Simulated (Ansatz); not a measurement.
# Tungsten, simple cubic under PBEsol: from relaxation to bulk modulus, part 1 of 2

What does PBEsol give for tungsten in the simple cubic structure? We relax it, solve it on a dense k-mesh, then scale the cell to 7 volumes from 88 to 112 % of the relaxed one and try a fit of the equation of state. Spin polarisation is left out. The k-meshes are 12×12×12 for the relaxation; 20×20×20 for the dense run; 14×14×14 for the volumes.

This is W in the simple cubic structure; at room conditions it is bcc.

Program: Ansatz 0.2.0. Level of theory: DFT PBEsol, plane waves (420 eV) with PAW, scalar-relativistic; the PAW data stem from PBE, with regenerated cores. These are calculated values, not measurements.

## 1. The starting structure

Symmetry: Pm-3m, No. 221, cubic system. Conventional cell: a = 2.577 Å, b = 2.577 Å, c = 2.577 Å, α = 90.00°, β = 90.00°, γ = 90.00°. Around W (site symmetry m-3m) lie 6 W at 2.58 Å.

Structure file:

```cif
data_structure
_symmetry_space_group_name_H-M 'P 1'
_symmetry_Int_Tables_number 1
_cell_length_a 2.5771
_cell_length_b 2.5771
_cell_length_c 2.5771
_cell_angle_alpha 90.000
_cell_angle_beta 90.000
_cell_angle_gamma 90.000
_cell_volume 17.12
loop_
_atom_site_label
_atom_site_type_symbol
_atom_site_fract_x
_atom_site_fract_y
_atom_site_fract_z
_atom_site_occupancy
W1 W 0.00000 0.00000 0.00000 1
```

## 2. Relaxing cell and atoms

input.yaml

```yaml
crystal:
  lattice:
    - [2.5770789429, 0.0, 0.0]
    - [0.0, 2.5770789429, 0.0]
    - [0.0, 0.0, 2.5770789429]
  atoms:
    - { symbol: W, position: [0.0, 0.0, 0.0] }
hamiltonian:
  xc: pbesol
  pseudopotentials:
    kind: paw
    azcp:
      W: "pseudopotentials/W.paw.azcp"
basis:
  ecutwfc: 420
  fft_grid_basis: typed
kpoints:
  mp_grid: { grid: [12, 12, 12], shift: [0, 0, 0] }
magnetization:
  spin_polarized: false
scf:
  occupations: { method: fermi_dirac, width: 0.1 }
relax:
  max_steps: 60
  f_tol: 0.01
  cell: {}
output:
  write_density: true
  write_potential: true
  elf: true
  volumetric_format: npy
```

Output:

```text
Warning: <dir> the record states the generating functional pbe (its physics header spells it `PBE`), which answers neither for hamiltonian.xc's functional nor for the pbesol family's — results may be inconsistent (PPs are generated against a specific XC)
Warning: RAYON_NUM_THREADS=2 ignored (pool sized by the plan → 2); use --threads N
Engine: ansatz 0.2.0, aarch64-unknown-linux-gnu
Pseudopotentials: kind: paw
Pseudopotential: W, paw, valence charge 14, recommended cutoff 420 eV (normal), <dir>
Functional definition: PBEsol
  exchange = pbesol_x
  correlation = pbesol_c
Crystal: 1 atoms, lattice volume = 17.115 Å³
Basis set: ecut = 420 eV, 341 PW (Γ), exchange–correlation on 36×36×36 points (8 copies of the dense FFT grid, shifted against one another)
Bands: 11, of which v1, the nominal top of the filled ones, is band 7 counted from 1 (6 counted from 0)
Symmetry: 48 space group operations
Space group: Pm-3m (ITA 221), of the structure as read, at distance tolerance 2.6e-5 Å
k-points: 84 of 1728
Non-local potential: W, projectors of the file, l = 0: 3, l = 1: 2, l = 2: 2, l = 3: 1
PAW form: soft (Blöchl's): semilocal exchange-correlation on the pseudo side does not see the compensation charge
PAW frozen core: W, regenerated for the run's functional, and the local potential with it (the file was generated under x = pbe(κ = 0.804, μ = 0.2195149727645171), c = pbe(β = 0.06672455060314922))
PAW one-centre angular grid: W, 590 points (default); XC on 64 Gauss nodes
Initial density: superposition of atomic densities (neutral atoms: chi_scale 0, normalization atom), corrected by the library's trained network
Initial wavefunctions: pseudopotential atomic-orbital guess
Functional: x = pbesol(κ = 0.804, μ = 0.12345679012345678), c = pbesol(β = 0.046)
SCF iter   1: F=—  HF=-10255.092637 eV  |F-HF|=—  |Δ(HF+E_count)|=         —  Δρ=4.92e-3  dr2=2.34e-3  ethr=1.77e-3  ⟨swp⟩=5.0  Hψ=5112  notcnv=0
preconditioner: auto → none  [insulator: Δε(μ)=0.316 eV  Ē_g=8.300 eV  σ=0.100 eV  W_gap=0.51  n_scr=6 (ndim 8)  ℏωp=22.0 eV  f_vac=0.000  D(μ)=0.54/eV (n_scr^D=0)  ε∞_Penn≈8.0]
SCF iter   2: F=—  HF=-10255.092247 eV  |F-HF|=—  |Δ(HF+E_count)|=   3.90e-4  Δρ=2.15e-3  dr2=2.61e-4  ethr=1.67e-5  ⟨swp⟩=2.0  Hψ=1841  notcnv=0
SCF iter   3: F=—  HF=-10255.092332 eV  |F-HF|=—  |Δ(HF+E_count)|=   8.47e-5  Δρ=6.26e-4  dr2=2.38e-5  ethr=1.86e-6  ⟨swp⟩=1.0  Hψ=924  notcnv=0
SCF iter   4: F=—  HF=-10255.092314 eV  |F-HF|=—  |Δ(HF+E_count)|=   1.78e-5  Δρ=2.81e-5  dr2=4.27e-8  ethr=1.70e-7  ⟨swp⟩=1.0  Hψ=924  notcnv=0
iter 5 did not close the SCF: its close was put off for the readings that it lacked (scf_convergence_deferred on its scf_iter line)
SCF iter   5: F=-10255.092314 eV  HF=-10255.092314 eV  |F-HF|=2.42e-10  |Δ(HF+E_count)|=   1.66e-8  Δρ=2.52e-6  dr2=6.52e-10  ethr=3.05e-10  ⟨swp⟩=2.4  Hψ=1579  notcnv=0
SCF iter   6: F=-10255.092314 eV  HF=-10255.092314 eV  |F-HF|=3.64e-12  |Δ(HF+E_count)|=  1.55e-10  Δρ=2.64e-7  dr2=3.29e-12  ethr=4.65e-12  ⟨swp⟩=4.7  Hψ=4369  notcnv=0
SCF 1 converged in 6 iterations: F = -10255.092314 eV  dr2 = 3.29e-12
relax step   1: F+E_penalty+E_count = -10255.09231412 eV  Δ(F+E_penalty+E_count) = +0.000e0 eV  max|allowed force component| = 0.000e0 eV/Å  Δτ_max = 0.0000 Å  P = +9.639 GPa  Ω = 17.115 Å³  (6 SCF iters, accepted)
Crystal: 1 atoms, lattice volume = 18.725 Å³
Basis set: ecut = 420 eV, 365 PW (Γ), exchange–correlation on 36×36×36 points (8 copies of the dense FFT grid, shifted against one another)
Initial density: handed on by an earlier stage of this run
Initial wavefunctions: those handed on with the density
iter 1 solved again at ethr=1.68e-5 eV; its pass at ethr=3.10e-3 eV (dr2=2.35e-3 eV) is discarded
SCF iter   1: F=—  HF=-10255.077231 eV  |F-HF|=—  |Δ(HF+E_count)|=         —  Δρ=4.01e-3  dr2=2.32e-3  ethr=1.68e-5  ⟨swp⟩=1.0  Hψ=6853  notcnv=0
preconditioner: auto → none  [insulator: Δε(μ)=0.297 eV  Ē_g=7.547 eV  σ=0.100 eV  W_gap=0.51  n_scr=6 (ndim 8)  ℏωp=21.0 eV  f_vac=0.000  D(μ)=0.58/eV (n_scr^D=6)  ε∞_Penn≈8.8]
SCF iter   2: F=—  HF=-10255.076857 eV  |F-HF|=—  |Δ(HF+E_count)|=   3.74e-4  Δρ=1.74e-3  dr2=2.79e-4  ethr=1.66e-5  ⟨swp⟩=2.2  Hψ=1118  notcnv=0
SCF iter   3: F=—  HF=-10255.076893 eV  |F-HF|=—  |Δ(HF+E_count)|=   3.58e-5  Δρ=4.08e-4  dr2=1.40e-5  ethr=1.99e-6  ⟨swp⟩=1.0  Hψ=924  notcnv=0
SCF iter   4: F=—  HF=-10255.076881 eV  |F-HF|=—  |Δ(HF+E_count)|=   1.21e-5  Δρ=4.52e-5  dr2=1.10e-7  ethr=9.98e-8  ⟨swp⟩=2.0  Hψ=1358  notcnv=0
SCF iter   5: F=-10255.076881 eV  HF=-10255.076881 eV  |F-HF|=1.26e-10  |Δ(HF+E_count)|=   7.42e-8  Δρ=3.25e-6  dr2=8.67e-10  ethr=7.14e-10  ⟨swp⟩=7.3  Hψ=4551  notcnv=0
SCF 2 converged in 5 iterations: F = -10255.076881 eV  dr2 = 8.67e-10
relax step   2: F+E_penalty+E_count = -10255.07688089 eV  Δ(F+E_penalty+E_count) = +1.543e-2 eV  max|allowed force component| = 0.000e0 eV/Å  Δτ_max = 0.0000 Å  P = -10.981 GPa  Ω = 18.725 Å³  energy of the carried Pulay correction = -5.309e-4 eV  (5 SCF iters, dr2 threshold 1.00e-7 eV, rejected (line search))
Crystal: 1 atoms, lattice volume = 17.832 Å³
iter 1 solved again at ethr=3.61e-6 eV; its pass at ethr=3.10e-3 eV (dr2=5.05e-4 eV) is discarded
SCF iter   1: F=—  HF=-10255.111223 eV  |F-HF|=—  |Δ(HF+E_count)|=         —  Δρ=2.11e-3  dr2=5.71e-4  ethr=3.61e-6  ⟨swp⟩=1.9  Hψ=6428  notcnv=0
preconditioner: auto → none  [insulator: Δε(μ)=0.308 eV  Ē_g=7.941 eV  σ=0.100 eV  W_gap=0.52  n_scr=6 (ndim 8)  ℏωp=21.5 eV  f_vac=0.000  D(μ)=0.56/eV (n_scr^D=0)  ε∞_Penn≈8.4]
SCF iter   2: F=—  HF=-10255.111138 eV  |F-HF|=—  |Δ(HF+E_count)|=   8.51e-5  Δρ=9.25e-4  dr2=7.11e-5  ethr=3.61e-6  ⟨swp⟩=2.3  Hψ=1142  notcnv=0
SCF iter   3: F=—  HF=-10255.111123 eV  |F-HF|=—  |Δ(HF+E_count)|=   1.52e-5  Δρ=2.09e-4  dr2=3.32e-6  ethr=5.08e-7  ⟨swp⟩=1.0  Hψ=924  notcnv=0
SCF iter   4: F=—  HF=-10255.111128 eV  |F-HF|=—  |Δ(HF+E_count)|=   4.88e-6  Δρ=2.28e-5  dr2=2.55e-8  ethr=2.37e-8  ⟨swp⟩=2.0  Hψ=1448  notcnv=0
SCF iter   5: F=—  HF=-10255.111128 eV  |F-HF|=—  |Δ(HF+E_count)|=   1.85e-7  Δρ=1.77e-6  dr2=2.30e-10  ethr=1.82e-10  ⟨swp⟩=1.9  Hψ=1211  notcnv=0
SCF iter   6: F=-10255.111128 eV  HF=-10255.111128 eV  |F-HF|=0.00e0  |Δ(HF+E_count)|=  1.27e-11  Δρ=1.59e-7  dr2=1.22e-12  ethr=1.00e-12  ⟨swp⟩=6.0  Hψ=3675  notcnv=0
SCF 3 converged in 6 iterations: F = -10255.111128 eV  dr2 = 1.22e-12
relax step   3: F+E_penalty+E_count = -10255.11112825 eV  Δ(F+E_penalty+E_count) = -1.881e-2 eV  max|allowed force component| = 0.000e0 eV/Å  Δτ_max = 0.0000 Å  P = -0.752 GPa  Ω = 17.832 Å³  energy of the carried Pulay correction = -2.424e-4 eV  (6 SCF iters, accepted)
Crystal: 1 atoms, lattice volume = 17.773 Å³
iter 1 solved again at ethr=3.05e-8 eV; its pass at ethr=3.10e-3 eV (dr2=4.26e-6 eV) is discarded
SCF iter   1: F=—  HF=-10255.111307 eV  |F-HF|=—  |Δ(HF+E_count)|=         —  Δρ=1.48e-4  dr2=2.88e-6  ethr=3.05e-8  ⟨swp⟩=2.0  Hψ=6069  notcnv=0
preconditioner: auto → none  [insulator: Δε(μ)=0.311 eV  Ē_g=7.970 eV  σ=0.100 eV  W_gap=0.52  n_scr=6 (ndim 8)  ℏωp=21.6 eV  f_vac=0.000  D(μ)=0.55/eV (n_scr^D=0)  ε∞_Penn≈8.3]
SCF iter   2: F=—  HF=-10255.111282 eV  |F-HF|=—  |Δ(HF+E_count)|=   2.43e-5  Δρ=6.41e-5  dr2=3.50e-7  ethr=2.06e-8  ⟨swp⟩=2.3  Hψ=1136  notcnv=0
SCF iter   3: F=-10255.111282 eV  HF=-10255.111282 eV  |F-HF|=2.97e-9  |Δ(HF+E_count)|=   4.20e-8  Δρ=1.47e-5  dr2=1.75e-8  ethr=7.14e-10  ⟨swp⟩=7.6  Hψ=4552  notcnv=0
SCF 4 converged in 3 iterations: F = -10255.111282 eV  dr2 = 1.75e-8
relax step   4: F+E_penalty+E_count = -10255.11128243 eV  Δ(F+E_penalty+E_count) = -1.542e-4 eV  max|allowed force component| = 0.000e0 eV/Å  Δτ_max = 0.0000 Å  P = +0.015 GPa  Ω = 17.773 Å³  energy of the carried Pulay correction = -2.230e-4 eV  (3 SCF iters, dr2 threshold 1.00e-7 eV, accepted)
Initial wavefunctions: pseudopotential atomic-orbital guess (no wavefunctions were taken with the density)
iter 1 solved again at ethr=2.22e-8 eV; its pass at ethr=3.10e-3 eV (dr2=3.11e-6 eV) is discarded
SCF iter   1: F=—  HF=-10255.111514 eV  |F-HF|=—  |Δ(HF+E_count)|=         —  Δρ=1.79e-4  dr2=2.92e-7  ethr=2.22e-8  ⟨swp⟩=3.2  Hψ=7760  notcnv=0
SCF iter   2: F=—  HF=-10255.111492 eV  |F-HF|=—  |Δ(HF+E_count)|=   2.28e-5  Δρ=8.89e-5  dr2=6.77e-8  ethr=2.09e-9  ⟨swp⟩=1.0  Hψ=924  notcnv=0
SCF iter   3: F=—  HF=-10255.111492 eV  |F-HF|=—  |Δ(HF+E_count)|=   5.49e-8  Δρ=2.65e-6  dr2=1.67e-10  ethr=4.84e-10  ⟨swp⟩=1.6  Hψ=1237  notcnv=0
SCF iter   4: F=-10255.111492 eV  HF=-10255.111492 eV  |F-HF|=1.09e-11  |Δ(HF+E_count)|=  5.46e-11  Δρ=1.93e-7  dr2=7.57e-12  ethr=1.00e-12  ⟨swp⟩=6.2  Hψ=3999  notcnv=0
SCF 5 converged in 4 iterations: F = -10255.111492 eV  dr2 = 7.57e-12
relax step   5: F+E_penalty+E_count = -10255.11149161 eV  Δ(F+E_penalty+E_count) = -2.092e-4 eV  max|allowed force component| = 0.000e0 eV/Å  Δτ_max = 0.0000 Å  P = +0.011 GPa  Ω = 17.773 Å³  stress off target by 1.14e-2 GPa  SCF on the basis re-selected at this cell (its energy is not comparable with the rows above)  (4 SCF iters)
basis re-selected at this cell: Δ(F+E_penalty+E_count) = -2.092e-4 eV, ΔP = -0.004 GPa vs the last step (what re-selecting the basis moved, of the pressure what is left beyond the Pulay correction that the steps carried, after the strain that the cell walked since its last selection, with what the two solves' SCF thresholds leave and, on support functions, any second-order correction that the steps lacked; it is no measure of the basis error at this ecutwfc). This SCF's stress stands 1.14e-2 GPa from its target on what of the cell is left free (relax.cell.stress_tol is 5.00e-2 GPa) and its largest allowed force component is 0.00e0 eV/Å (relax.f_tol is 1.00e-2 eV/Å): within both
SCF converged after 4 iterations
Free energy (F): -10255.111492 eV
Harris-Foulkes:  -10255.111492 eV  (|F-HF|=1.09e-11)
Internal energy: -10255.093210 eV  (E = F + TS)
E sigma→0 (E₀):  -10255.102351 eV
Entropy (-TS):   -0.018282 eV (-18.282 meV/atom)
Fermi energy:    19.546298 eV
--- Per-component energies (eV) ---
  E_band       = -121.121623
  E_kinetic    = 449.258182
  E_local      = -739.487645  (includes V_loc(G=0)·N_el)
  E_nonlocal   = 5.654591
  E_hartree    = 264.067356
  E_xc         = -264.027540
  E_vxc        = -237.152898  (∫ρ·V_xc dr)
  E_paw        = -8436.544704  (= ΣΔE_a)
  E_vpaw       = -127.528419  (= ΣTr[D̂ρ^β])
  E_aug_tail   = -0.000060  (compensation charges beyond the density's cutoff)
  E_ewald      = -1534.235181
  E_core_change = 0.221792  (= ΣΔE_core)
  E_smearing   = -0.018282  (= −TS)
  E_closure    = 0.000000  (closes the sum)
  Σ components = -10255.111492   (vs F -10255.111492, Δ=0.00e0)
--- Forces (eV/Å), atoms counted from 1 ---
  atom   1  W      0.00000000    -0.00000000     0.00000000
  max |Σ_I F_I| component: 4.11e-33 eV/Å
--- Stress (GPa, compression-positive) ---
        0.011404       0.000000       0.000000
        0.000000       0.011404       0.000000
        0.000000       0.000000       0.011404
  P = ⅓ Tr σ = 0.0114 GPa (0.114 kbar)
--- Band table (eV; the first three rows and the last of 84) ---
  k-point 0: bands = ["-54.4225", "-18.0171", "-18.0171", "-18.0171", "10.8357", "15.0856", "15.0856", "24.4469", "24.4469", "24.4469", "34.4019"]
  k-point 1: bands = ["-54.4152", "-18.1184", "-18.0086", "-18.0086", "11.0671", "15.1456", "15.3359", "24.0552", "24.0552", "24.4744", "33.2547"]
  k-point 2: bands = ["-54.3953", "-18.3889", "-17.9856", "-17.9856", "11.6848", "15.3140", "16.0684", "23.1362", "23.1362", "24.5503", "31.2223"]
  k-point 83: bands = ["-54.1020", "-19.0472", "-19.0472", "-19.0472", "15.4992", "15.4992", "15.4992", "26.8378", "27.5538", "27.5538", "31.4401"]
--- Relaxed structure (4 steps of the walk, 3 accepted, 1 SCFs on fresh bases) ---
  F+E_penalty+E_count = -10255.11149161 eV   max|allowed force component| = 0.000e0 eV/Å   (the final SCF, on the basis selected at the relaxed cell)
  cell:  # Å, volume = 17.7735 Å³
    - [2.609701352902174, -1.2839532962581572e-34, -2.487659511500179e-34]
    - [-7.703719777548943e-34, 2.609701352902174, 0.0]
    - [-5.055566104016494e-34, 0.0, 2.609701352902174]
  atoms:
    - { symbol: W, position: [0.0, 0.0, 0.0] }
```

Run time: 2.6 s. Hardware: 2 threads of Arm Neoverse V2, shared host; peak memory 0.28 GiB.

Relaxation path:

```
step  energy change (meV/atom)  largest force (eV/Å)  pressure (GPa)  volume (Å³/atom)  accepted
   1                      0.00                0.0000            9.64            17.115       yes
   2                     15.43                0.0000          -10.98            18.725        no
   3                    -18.81                0.0000           -0.75            17.832       yes
   4                    -18.97                0.0000            0.02            17.773       yes
   5                    -19.18                0.0000            0.01            17.773       yes
```

Steps that repeat a cell are solved on a basis chosen anew, so their changes of energy are no gain of the relaxation.

The cell of the run, before and after:

|  | before | after | change |
| --- | --- | --- | --- |
| a (Å) | 2.577 | 2.610 | +1.3 % |
| b (Å) | 2.577 | 2.610 | +1.3 % |
| c (Å) | 2.577 | 2.610 | +1.3 % |
| volume (Å³/atom) | 17.115 | 17.773 | +3.8 % |
| shortest distance (Å) | 2.577 | 2.610 | +1.3 % |
| space group (spins left aside) | Pm-3m | Pm-3m | same |

## 3. Single point on a dense mesh

input.yaml

```yaml
crystal:
  lattice:
    - [2.6097013529, 0.0, 0.0]
    - [0.0, 2.6097013529, 0.0]
    - [0.0, 0.0, 2.6097013529]
  atoms:
    - { symbol: W, position: [0.0, 0.0, 0.0] }
hamiltonian:
  xc: pbesol
  pseudopotentials:
    kind: paw
    azcp:
      W: "pseudopotentials/W.paw.azcp"
basis:
  ecutwfc: 420
  fft_grid_basis: typed
kpoints:
  mp_grid: { grid: [20, 20, 20], shift: [0, 0, 0] }
magnetization:
  spin_polarized: false
scf:
  occupations: { method: fermi_dirac, width: 0.1 }
output:
  write_density: true
  write_potential: true
  elf: true
  volumetric_format: npy
```

Output, shortened:

```text
Warning: <dir> the record states the generating functional pbe (its physics header spells it `PBE`), which answers neither for hamiltonian.xc's functional nor for the pbesol family's — results may be inconsistent (PPs are generated against a specific XC)
Warning: RAYON_NUM_THREADS=2 ignored (pool sized by the plan → 2); use --threads N
[...]
[... 3 set-up lines as earlier in the session ...]
[...]
Crystal: 1 atoms, lattice volume = 17.773 Å³
Basis set: ecut = 420 eV, 365 PW (Γ)
Bands: 11, of which v1, the nominal top of the filled ones, is band 7 counted from 1 (6 counted from 0)
[... 2 set-up lines as earlier in the session ...]
k-points: 286 of 8000
[...]
SCF iter   1: F=—  HF=-10255.091225 eV  |F-HF|=—  |Δ(HF+E_count)|=         —  Δρ=3.76e-3  dr2=1.30e-3  ethr=1.77e-3  ⟨swp⟩=5.0  Hψ=17073  notcnv=0
[...]
SCF iter   6: F=-10255.091283 eV  HF=-10255.091283 eV  |F-HF|=1.00e-9  |Δ(HF+E_count)|=   6.97e-9  Δρ=3.59e-6  dr2=1.25e-9  ethr=1.14e-10  ⟨swp⟩=1.0  Hψ=9495  notcnv=0
[...]
SCF converged after 6 iterations
Free energy (F): -10255.091283 eV
[...]
E sigma→0 (E₀):  -10255.077822 eV
Entropy (-TS):   -0.026921 eV (-26.921 meV/atom)
Fermi energy:    19.565802 eV
[...]
--- Band table (eV; the first three rows and the last of 286) ---
  k-point 0: bands = ["-54.4089", "-18.0047", "-18.0047", "-18.0047", "10.8361", "15.0910", "15.0910", "24.4558", "24.4558", "24.4558", "34.4023"]
[...]
```

Run time: 2 s. Hardware: 2 threads of Arm Neoverse V2, shared host; peak memory 0.31 GiB.

Density in a lattice plane of the grid's cell (edges 2.61 and 2.61 Å, at 0.000 of the third edge), which holds W.

Values in e/Å³, 12 rows by 12 columns:
```
4.65 5.08 4.70 2.94 1.32 0.63 0.50 0.63 1.32 2.94 4.70 5.08
5.06 4.70 3.52 1.95 0.88 0.49 0.41 0.49 0.88 1.95 3.52 4.70
3.40 2.94 1.95 1.03 0.53 0.36 0.33 0.36 0.53 1.03 1.95 2.94
1.54 1.32 0.88 0.53 0.35 0.28 0.27 0.28 0.35 0.53 0.88 1.32
0.70 0.63 0.49 0.36 0.28 0.24 0.23 0.24 0.28 0.36 0.49 0.63
0.54 0.50 0.41 0.33 0.27 0.23 0.22 0.23 0.27 0.33 0.41 0.50
0.70 0.63 0.49 0.36 0.28 0.24 0.23 0.24 0.28 0.36 0.49 0.63
1.54 1.32 0.88 0.53 0.35 0.28 0.27 0.28 0.35 0.53 0.88 1.32
3.40 2.94 1.95 1.03 0.53 0.36 0.33 0.36 0.53 1.03 1.95 2.94
5.06 4.70 3.52 1.95 0.88 0.49 0.41 0.49 0.88 1.95 3.52 4.70
4.65 5.08 4.70 2.94 1.32 0.63 0.50 0.63 1.32 2.94 4.70 5.08
3.59 4.65 5.06 3.40 1.54 0.70 0.54 0.70 1.54 3.40 5.06 4.65
```
Columns run along the first of these edges and rows up along the second, over one cell in 12 and 12 even steps from the bottom left corner. Atoms in the plane (fractional): W at (0.00, 0.00).

ELF in the same plane.

Values, 12 rows by 12 columns:
```
0.18 0.38 0.65 0.67 0.48 0.37 0.41 0.37 0.48 0.67 0.65 0.38
0.61 0.65 0.67 0.53 0.35 0.33 0.40 0.33 0.35 0.53 0.67 0.65
0.71 0.67 0.53 0.35 0.25 0.32 0.41 0.32 0.25 0.35 0.53 0.67
0.53 0.48 0.35 0.25 0.27 0.36 0.43 0.36 0.27 0.25 0.35 0.48
0.39 0.37 0.33 0.32 0.36 0.44 0.48 0.44 0.36 0.32 0.33 0.37
0.42 0.41 0.40 0.41 0.43 0.48 0.51 0.48 0.43 0.41 0.40 0.41
0.39 0.37 0.33 0.32 0.36 0.44 0.48 0.44 0.36 0.32 0.33 0.37
0.53 0.48 0.35 0.25 0.27 0.36 0.43 0.36 0.27 0.25 0.35 0.48
0.71 0.67 0.53 0.35 0.25 0.32 0.41 0.32 0.25 0.35 0.53 0.67
0.61 0.65 0.67 0.53 0.35 0.33 0.40 0.33 0.35 0.53 0.67 0.65
0.18 0.38 0.65 0.67 0.48 0.37 0.41 0.37 0.48 0.67 0.65 0.38
0.00 0.18 0.61 0.71 0.53 0.39 0.42 0.39 0.53 0.71 0.61 0.18
```
Columns run along the first of these edges and rows up along the second, over one cell in 12 and 12 even steps from the bottom left corner. Atoms in the plane (fractional): W at (0.00, 0.00).

Both are smooth fields of the valence electrons: close to the nuclei they are not physical.

Outside the cores ELF peaks at 0.51 between the atoms, 1.8 Å from W.

## 4. Volume × 0.88

input.yaml

```yaml
crystal:
  lattice:
    - [2.5008349767, 0.0, 0.0]
    - [0.0, 2.5008349767, 0.0]
    - [0.0, 0.0, 2.5008349767]
  atoms:
    - { symbol: W, position: [0.0, 0.0, 0.0] }
hamiltonian:
  xc: pbesol
  pseudopotentials:
    kind: paw
    azcp:
      W: "pseudopotentials/W.paw.azcp"
basis:
  ecutwfc: 420
  fft_grid_basis: typed
kpoints:
  mp_grid: { grid: [14, 14, 14], shift: [0, 0, 0] }
magnetization:
  spin_polarized: false
scf:
  occupations: { method: fermi_dirac, width: 0.1 }
  lower_state_search: "off"
output:
  stress: true
  write_density: true
  write_potential: true
  elf: true
  volumetric_format: npy
```

Output, shortened:

```text
Warning: <dir> the record states the generating functional pbe (its physics header spells it `PBE`), which answers neither for hamiltonian.xc's functional nor for the pbesol family's — results may be inconsistent (PPs are generated against a specific XC)
Warning: RAYON_NUM_THREADS=2 ignored (pool sized by the plan → 2); use --threads N
[...]
[... 3 set-up lines as earlier in the session ...]
[...]
Crystal: 1 atoms, lattice volume = 15.641 Å³
Basis set: ecut = 420 eV, 305 PW (Γ)
Bands: 11, of which v1, the nominal top of the filled ones, is band 7 counted from 1 (6 counted from 0)
[... 1 set-up line as earlier in the session ...]
Space group: Pm-3m (ITA 221), of the structure as read, at distance tolerance 2.5e-5 Å
k-points: 120 of 2744
[...]
SCF iter   1: F=—  HF=-10254.847768 eV  |F-HF|=—  |Δ(HF+E_count)|=         —  Δρ=5.59e-3  dr2=3.30e-3  ethr=1.77e-3  ⟨swp⟩=5.0  Hψ=7302  notcnv=0
[...]
SCF iter   6: F=-10254.847161 eV  HF=-10254.847161 eV  |F-HF|=1.11e-10  |Δ(HF+E_count)|=   9.91e-9  Δρ=1.17e-6  dr2=1.52e-10  ethr=1.54e-10  ⟨swp⟩=5.5  Hψ=7050  notcnv=0
[...]
SCF converged after 6 iterations
Free energy (F): -10254.847161 eV
[...]
E sigma→0 (E₀):  -10254.830969 eV
Entropy (-TS):   -0.032383 eV (-32.383 meV/atom)
Fermi energy:    22.757243 eV
[...]
--- Stress (GPa, compression-positive) ---
       37.454076       0.000000       0.000000
       -0.000000      37.454076      -0.000000
        0.000000      -0.000000      37.454076
  P = ⅓ Tr σ = 37.4541 GPa (374.541 kbar)
--- Band table (eV; the first three rows and the last of 120) ---
  k-point 0: bands = ["-51.2485", "-14.5995", "-14.5995", "-14.5995", "13.3092", "17.4373", "17.4373", "28.4897", "28.4897", "28.4897", "38.7020"]
[...]
```

It took 1.1 s on 2 threads of Arm Neoverse V2, shared host; peak memory 0.27 GiB.

(Continued in part 2 of 2.)
